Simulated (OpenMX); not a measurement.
Crystal: PbS (Galena).

```xyz
2
Lattice="0.0000 2.9657 2.9657 2.9657 0.0000 2.9657 2.9657 2.9657 0.0000" Properties=species:S:1:pos:R:3 pbc="T T T"
Pb    0.0000    0.0000    0.0000
S     2.9657    2.9657    2.9657
```

Base run:

```yaml
Program: OpenMX 3.8.5
Functional: PBE
Potentials_or_basis: OpenMX 2013 PBE set, Pb8.0-s3p2d2f1, S7.0-s2p2d1f1, grid cutoff 500 Ry
k_mesh: 9 × 9 × 9
Occupations: fermi-dirac, width 0.05 eV
Spin: no spin polarisation
```

Its results: pressure 2.9 GPa.

Question: The run is repeated on the same cell with these changes: functional from PBE to LDA; potentials or basis from OpenMX 2013 PBE set, Pb8.0-s3p2d2f1, S7.0-s2p2d1f1, grid cutoff 500 Ry to OpenMX 2013 LDA set, Pb8.0-s3p2d2f1, S7.0-s2p2d1f1, grid cutoff 500 Ry. What comes out?

Answer: Pressure -2.1 GPa.

Caveats: the basis of atomic orbitals isn't converged, which shifts pressures, moduli and gaps.
